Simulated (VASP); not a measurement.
# As in VASP: further runs

The runs below take As through single point, with PBEsol+D3(BJ).

All numbers are computed with VASP 6.6.1; they aren't measurements. Logs are shortened: lines on timing, memory, paths and dates and some standing lists are left out, and cuts for length are marked.

## Step 1: The sheet as given

The cell holds a sheet with vacuum, 2 atoms: a = 3.519 Å, b = 3.519 Å, c = 26.600 Å, α = 90.00°, β = 90.00°, γ = 120.00°.

The cell was built by a generator and needn't be a form met in nature.

## Step 2: Single point, PBEsol+D3(BJ)

Contents of INCAR:

```
SYSTEM = As
ALGO = Fast
DIPOL = 0.5 0.5 0.289
EDIFF = 1E-6
ENCUT = 520
GGA = PS
IDIPOL = 3
ISIF = 2
ISMEAR = 0
IVDW = 12
LASPH = .True.
LCHARG = .False.
LDIPOL = .True.
LREAL = .False.
LWAVE = .False.
NBANDS = 12
NELM = 100
PREC = Accurate
SIGMA = 0.03
```

Contents of KPOINTS:

```
k-points
0
Gamma
  12 12 1
  0 0 0
```

Contents of POSCAR:

```
As
1.0
    3.5185785289      0.0000000000      0.0000000000
   -1.7592892644      3.0471783912      0.0000000000
    0.0000000000      0.0000000000     26.6000000028
As
2
Direct
    0.3333333333      0.6666666667      0.2632404942
    0.6666666667      0.3333333333      0.3157068741
```

Potentials or basis: VASP PAW PBE potentials, release 64 (As).

Run with:

```
> cat potpaw_PBE.64/As/POTCAR > POTCAR
> mpirun -np 1 vasp_std > vasp.out
```

OUTCAR:

```text
SYSTEM = As
   EDIFF = 1E-6
   ENCUT = 520
   GGA = PS
   ISIF = 2
   ISMEAR = 0
   IVDW = 12
   LASPH = .True.
   LREAL = .False.
   NELM = 100
   PREC = Accurate
 IVDW          = 12

 ion  position               nearest neighbor table
   1  0.333  0.667  0.263-   2 2.46   2 2.46   2 2.46
   2  0.667  0.333  0.316-   1 2.46   1 2.46   1 2.46

  LATTYP: Found a hexagonal cell.
 ALAT       =     3.5185785289
 C/A-ratio  =     7.5598710628

  Lattice vectors:

 A1 = (   3.5185785289,   0.0000000000,   0.0000000000)
 A2 = (  -1.7592892644,   3.0471783912,   0.0000000000)
 A3 = (   0.0000000000,   0.0000000000,  26.6000000028)

Analysis of symmetry for initial positions (statically):
=====================================================================
 Subroutine PRICEL returns:
 Original cell was already a primitive cell.

 Routine SETGRP: Setting up the symmetry group for a
 hexagonal supercell.

 Subroutine GETGRP returns: Found 12 space group operations
 (whereof  6 operations were pure point group operations)
 out of a pool of 24 trial point group operations.

The static configuration has the point symmetry C_3v.
 The point group associated with its full space group is D_3d.

Analysis of symmetry for dynamics (positions and initial velocities):
=====================================================================
 Subroutine PRICEL returns:
 Original cell was already a primitive cell.

 Routine SETGRP: Setting up the symmetry group for a
 hexagonal supercell.

 Subroutine GETGRP returns: Found 12 space group operations
 (whereof  6 operations were pure point group operations)
 out of a pool of 24 trial point group operations.

The dynamic configuration has the point symmetry C_3v.
 The point group associated with its full space group is D_3d.

 Subroutine INISYM returns: Found 12 space group operations
 (whereof  6 operations are pure point group operations),
 and found     1 'primitive' translations

----------------------------------------------------------------------------------------

                                     Primitive cell

  volume of cell :     285.1982

  direct lattice vectors                    reciprocal lattice vectors
     3.518578529  0.000000000  0.000000000     0.284205679  0.164086225  0.000000000
    -1.759289264  3.047178391  0.000000000     0.000000000  0.328172451  0.000000000
     0.000000000  0.000000000 26.600000003     0.000000000  0.000000000  0.037593985

  length of vectors
     3.518578529  3.518578529 26.600000003     0.328172451  0.328172451  0.037593985

  position of ions in fractional coordinates (direct lattice)
     0.333333333  0.666666667  0.263240494
     0.666666667  0.333333333  0.315706874

  ion indices of the primitive-cell ions
   primitive index   ion index
                 1           1
                 2           2

----------------------------------------------------------------------------------------

 KPOINTS: k-points

Automatic generation of k-mesh.
 Grid dimensions read from file:
 generate k-points for:   12   12    1

 Generating k-lattice:

  Cartesian coordinates                     Fractional coordinates (reciprocal lattice)
     0.023683807  0.013673852  0.000000000     0.083333333  0.000000000  0.000000000
     0.000000000  0.027347704  0.000000000     0.000000000  0.083333333  0.000000000
     0.000000000  0.000000000  0.037593985     0.000000000  0.000000000  1.000000000

  Length of vectors
     0.027347704  0.027347704  0.037593985

  Shift w.r.t. Gamma in fractional coordinates (k-lattice)
     0.000000000  0.000000000  0.000000000

 Subroutine IBZKPT returns following result:
 ===========================================

 Found     19 irreducible k-points:

 Following reciprocal coordinates:
            Coordinates               Weight
  0.000000  0.000000  0.000000      1.000000
  0.083333  0.000000  0.000000      6.000000
  0.166667  0.000000  0.000000      6.000000
  0.250000  0.000000  0.000000      6.000000
  0.333333  0.000000  0.000000      6.000000
  0.416667  0.000000  0.000000      6.000000
[... 11 lines left out ...]
  0.333333  0.250000  0.000000     12.000000
  0.333333  0.333333  0.000000      2.000000
   k-points           NKPTS =     19   k-points in BZ     NKDIM =     19   number of bands    NBANDS=     12
   number of dos      NEDOS =    301   number of ions     NIONS =      2
   total plane-waves  NPLWV = 156800
   dimension x,y,z NGX =    28 NGY =   28 NGZ =  200
   dimension x,y,z NGXF=    56 NGYF=   56 NGZF=  400
   ions per type =               2
   NGX,Y,Z   is equivalent  to a cutoff of  13.23, 13.23, 12.50 a.u.
   NGXF,Y,Z  is equivalent  to a cutoff of  26.46, 26.46, 25.00 a.u.
 SYSTEM =  As
   PREC   = accura    normal or accurate (medium, high low for compatibility)
   ISTART =      0    job   : 0-new  1-cont  2-samecut
   ICHARG =      2    charge: 1-file 2-atom 10-const
   ISPIN  =      1    spin polarized calculation?
   LNONCOLLINEAR =      F non collinear calculations
   LSORBIT =      F    spin-orbit coupling
   LASPH  =      T    aspherical Exc in radial PAW
   ENCUT  =  520.0 eV  38.22 Ry    6.18 a.u.   6.54  6.54 49.46*2*pi/ulx,y,z
   NELM   =    100;   NELMIN=  2; NELMDL= -5     # of ELM steps
   EDIFF  = 0.1E-05   stopping-criterion for ELM
   LREAL  =      F    real-space projection
   EDIFFG = 0.1E-04   stopping-criterion for IOM
   NSW    =      0    number of steps for IOM
   IBRION =     -1    ionic relax: 0-MD 1-quasi-New 2-CG
   NFREE  =      0    steps in history (QN), initial steepest desc. (CG)
   ISIF   =      2    stress and relaxation
   ISYM   =      2    0-nonsym 1-usesym 2-fastsym
   POTIM  = 0.5000    time-step for ionic-motion
   TEBEG  =    0.0;   TEEND  =   0.0 temperature during run
   PSTRESS=    0.0 pullay stress
   NELECT =      10.0000    total number of electrons
   NUPDOWN=      -1.0000    fix difference up-down
   EMIN   =  10.00;   EMAX   =-10.00  energy-range for DOS
   EFERMI =   0.00;   METHOD = LEGACY
   ISMEAR =     0;   SIGMA  =   0.03  broadening in eV -4-tet -1-fermi 0-gaus
   EFERMI_NEDOS =   21; number of points for ismear=-14 and -15
   IALGO  =     68    algorithm
   IMIX   =      4    mixing-type and parameters
     AMIX     =   0.40;   BMIX     =  1.00
     AMIX_MAG =   1.60;   BMIX_MAG =  1.00
  volume/ion in A,a.u.               =     142.60       962.31
  Fermi-wavevector in a.u.,A,eV,Ry     =   0.535829  1.012569  3.906400  0.287112
  Thomas-Fermi vector in A             =   1.560870
   LORBIT       =      0    0 simple, 1 ext, 2 COOP (PROOUT), +10 PAW based schemes
   GGA     = PS    functional components
   LHFCALC =     F    Hartree Fock is set to
   AEXX    =    0.0000 exact exchange contribution
   IVDW    =    12    specifies the selected vdW correction
   LEPSILON=     F    determine dielectric tensor
   LRPA    =     F    only Hartree local field effects (RPA)
 non-spin polarized calculation
 RMM-DIIS sequential band-by-band and
 Gauss-broadening in eV      SIGMA  =   0.03
  energy-cutoff  :      520.00
  volume of cell :      285.20
 maximum number of plane-waves:      7803
 NGX is ok and might be reduce to    28
   NGX = 13   NGY = 13   NGZ = 99

 dipolmoment           0.000000      0.000000     -0.000022 electrons x Angstroem

 number of electron      10.0000000 magnetization

 dipolmoment           0.000000      0.000000      0.000007 electrons x Angstroem

 Free energy of the ion-electron system (eV)
  ---------------------------------------------------
  ext. energy  EPLUGINS =         0.00000000
  ---------------------------------------------------
  free energy    TOTEN  =       -10.00801962 eV

  energy without entropy =      -10.00801962  energy(sigma->0) =      -10.00801962

 E-fermi :  -3.6147     XC(G=0):  -2.0189

 val. band max:       -3.7620422510   @ k =   0.0000   0.0000   0.0000
 cond. band min:      -2.3526964997   @ k =   0.3333   0.0000   0.0000
 fundamental gap:      1.4093457513
 Fermi energy:        -3.6147443206

 k-point     1 :       0.0000    0.0000    0.0000
  band No.  band energies     occupation
      1     -17.8201      2.00000
      2     -11.2207      2.00000
      3      -4.6571      2.00000
      4      -3.7620      2.00000
      5      -3.7620      2.00000
      6      -1.6136      0.00000
      7      -0.2100      0.00000
      8      -0.2100      0.00000
      9       0.9942      0.00000
     10       1.2558      0.00000
     11       1.6344      0.00000
     12       1.8995      0.00000

 k-point     2 :       0.0833    0.0000    0.0000
  band No.  band energies     occupation
      1     -17.7211      2.00000
      2     -11.1903      2.00000
      3      -4.7324      2.00000
      4      -4.6009      2.00000
      5      -3.9937      2.00000
      6      -1.0340      0.00000
      7      -0.2857      0.00000
      8       0.0230      0.00000
      9       1.1453      0.00000
     10       1.3698      0.00000
     11       1.7461      0.00000
     12       2.0167      0.00000

 k-point     3 :       0.1667    0.0000    0.0000
  band No.  band energies     occupation
      1     -17.4265      2.00000
      2     -11.1468      2.00000
      3      -6.1994      2.00000
      4      -4.4998      2.00000
      5      -4.4673      2.00000
      6      -1.5400      0.00000
      7       0.4649      0.00000
      8       0.4742      0.00000
      9       1.5048      0.00000
     10       1.7352      0.00000
     11       2.0806      0.00000
     12       2.3551      0.00000

 k-point     4 :       0.2500    0.0000    0.0000
  band No.  band energies     occupation
      1     -16.9462      2.00000
      2     -11.2710      2.00000
      3      -7.3489      2.00000
      4      -5.0284      2.00000
      5      -4.4108      2.00000
      6      -2.1788      0.00000
      7       0.5603      0.00000
      8       0.7568      0.00000
      9       1.8456      0.00000
     10       2.2758      0.00000
     11       2.6301      0.00000
     12       2.8753      0.00000

 k-point     5 :       0.3333    0.0000    0.0000
  band No.  band energies     occupation
      1     -16.3060      2.00000
      2     -11.8190      2.00000
      3      -7.8126      2.00000
      4      -5.4545      2.00000
      5      -4.7202      2.00000
      6      -2.3527      0.00000
      7      -0.0650      0.00000
      8       0.8272      0.00000
      9       2.5571      0.00000
     10       2.7440      0.00000
     11       3.2949      0.00000
     12       3.7115      0.00000
[... 153 lines left out ...]
      1     -14.8641      2.00000
      2     -13.2660      2.00000
      3      -7.8949      2.00000
      4      -6.5192      2.00000
      5      -5.6049      2.00000
      6      -1.3483      0.00000
      7      -0.1013      0.00000
      8       0.3034      0.00000
      9       2.8616      0.00000
     10       4.9974      0.00000
     11       5.1441      0.00000
     12       5.3253      0.00000

 k-point    17 :       0.2500    0.2500    0.0000
  band No.  band energies     occupation
      1     -15.3514      2.00000
      2     -12.6397      2.00000
      3      -7.8870      2.00000
      4      -7.0655      2.00000
      5      -5.0185      2.00000
      6      -1.3860      0.00000
      7      -0.4263      0.00000
      8       1.2493      0.00000
      9       3.7341      0.00000
     10       3.8092      0.00000
     11       4.3610      0.00000
     12       4.6811      0.00000

 k-point    18 :       0.3333    0.2500    0.0000
  band No.  band energies     occupation
      1     -14.6547      2.00000
      2     -13.3418      2.00000
      3      -8.3340      2.00000
      4      -6.5303      2.00000
      5      -5.5489      2.00000
      6      -1.8180      0.00000
      7       0.2115      0.00000
      8       0.9283      0.00000
      9       3.9600      0.00000
     10       4.5444      0.00000
     11       4.8889      0.00000
     12       5.4286      0.00000

 k-point    19 :       0.3333    0.3333    0.0000
  band No.  band energies     occupation
      1     -13.9765      2.00000
      2     -13.9765      2.00000
      3      -8.5958      2.00000
      4      -6.0116      2.00000
      5      -6.0116      2.00000
      6      -2.0967      0.00000
      7       0.7452      0.00000
      8       0.7452      0.00000
      9       4.2259      0.00000
     10       5.3351      0.00000
     11       5.3351      0.00000
     12       6.0227      0.00000

------------------------ aborting loop because EDIFF is reached ----------------------------------------

 vacuum level on the upper side and lower side of the slab       (xc-potential included)        -0.007        -0.007

 Edisp (eV)   -0.32461

 E8    (eV) :    -0.2170

  FORCE on cell =-STRESS in cart. coord.  units (eV):
  Direction    XX          YY          ZZ          XY          YZ          ZX
  --------------------------------------------------------------------------------------
  -------------------------------------------------------------------------------------
  Total       0.11988     0.11988     0.16098     0.00000     0.00000     0.00000
  in kB       0.67343     0.67343     0.90434     0.00000     0.00000     0.00000
  external pressure =        0.75 kB  Pullay stress =        0.00 kB

 VOLUME and BASIS-vectors are now :
 -----------------------------------------------------------------------------
  energy-cutoff  :      520.00
  volume of cell :      285.20
      direct lattice vectors                 reciprocal lattice vectors
     3.518578529  0.000000000  0.000000000     0.284205679  0.164086225  0.000000000
    -1.759289264  3.047178391  0.000000000     0.000000000  0.328172451  0.000000000
     0.000000000  0.000000000 26.600000003     0.000000000  0.000000000  0.037593985

 POSITION                                       TOTAL-FORCE (eV/Angst)
 -----------------------------------------------------------------------------------
     -0.00000      2.03145      7.00220        -0.000000     -0.000000     -0.118407
      1.75929      1.01573      8.39780         0.000000      0.000000      0.118407
 -----------------------------------------------------------------------------------
    total drift:                                0.000000      0.000000      0.000038

  FREE ENERGIE OF THE ION-ELECTRON SYSTEM (eV)
  ---------------------------------------------------
  free  energy   TOTEN  =       -10.3326295562 eV

  energy  without entropy=      -10.3326295562  energy(sigma->0) =      -10.33262956

 vacuum level on the upper side and lower side of the slab         1.465         1.464
```

It took 55 s on 1 thread of Intel Xeon 6975P-C (Granite Rapids), shared host; peak memory 0.4 GiB.

What came out:

```yaml
Free_energy: -10.3326 eV
Largest_force: 0.118 eV/Å
Band_gap_on_the_k_mesh: 1.41 eV, indirect (least direct gap 2.15 eV)
Dispersion_energy_per_atom: -0.162 eV
```

Forces in eV/Å, atoms in the order of the input:
```
As   0.000  0.000 -0.118
As   0.000  0.000  0.118
```

Levels at points of the mesh, in eV from the valence-band top:
```tsv
k point	band 2	band 3	band 4	band 5	band 6	band 7	band 8	band 9
(0.00, 0.00, 0.00)	-7.46	-0.90	0.00	0.00	2.15	3.55	3.55	4.76
(0.50, 0.00, 0.00)	-9.40	-3.74	-2.06	-1.87	1.82	2.90	4.54	6.04
```

Caveat: the PAW data sets were made with another functional, which shifts forces and pressure a little.

## Step 3: Single point, PBEsol+D3(BJ)

This run uses another cell than the first one, of 86.42 Å³/atom, 0.606 times its volume.

Contents of INCAR:

```
PREC = Accurate
ENCUT = 520
EDIFF = 1E-7
ISMEAR = 0
SIGMA = 0.03
LREAL = False
LASPH = True
NELM = 100
ALGO = Normal
ISIF = 2
LWAVE = False
LCHARG = False
LDIPOL = True
IDIPOL = 3
DIPOL = 0.5 0.5 0.500
GGA = PS
IVDW = 12
NBANDS = 12
```

Contents of KPOINTS:

```
Automatic mesh
0
Gamma
  12 12 1
```

Contents of POSCAR:

```
As
1.0
    3.6000000000      0.0000000000      0.0000000000
   -1.8000000000      3.1176914536      0.0000000000
    0.0000000000      0.0000000000     15.4000000000
As
2
Direct
    0.3333330000      0.6666670000      0.4545454545
    0.6666670000      0.3333330000      0.5454545455
```

Potentials or basis: VASP PAW PBE potentials, release 64 (As).

Run with:

```
> cat potpaw_PBE.64/As/POTCAR > POTCAR
> mpirun -np 1 vasp_std > vasp.out
```

Wall time 26 s (1 thread of Intel Xeon 6975P-C (Granite Rapids), shared host); peak memory 0.29 GiB.

Results (log left out):

| Item | Value |
| --- | --- |
| Free energy | -10.3116 eV |
| Largest force | 0.244 eV/Å |
| Band gap on the k mesh | 1.54 eV, indirect (least direct gap 1.90 eV) |
| Dispersion energy per atom | -0.156 eV |

Forces on the atoms (eV/Å):
```
As   0.000  0.000  0.244
As   0.000  0.000 -0.244
```

Levels at points of the mesh, in eV from the valence-band top:
| k point | band 3 | band 4 | band 5 | band 6 | band 7 | band 8 |
| --- | --- | --- | --- | --- | --- | --- |
| (0.00, 0.00, 0.00) | -0.59 | 0.00 | 0.00 | 1.90 | 3.47 | 3.47 |
| (0.50, 0.00, 0.00) | -3.46 | -1.89 | -1.62 | 1.89 | 3.07 | 4.47 |

Caveat: the PAW data sets were made with another functional, which shifts forces and pressure a little.
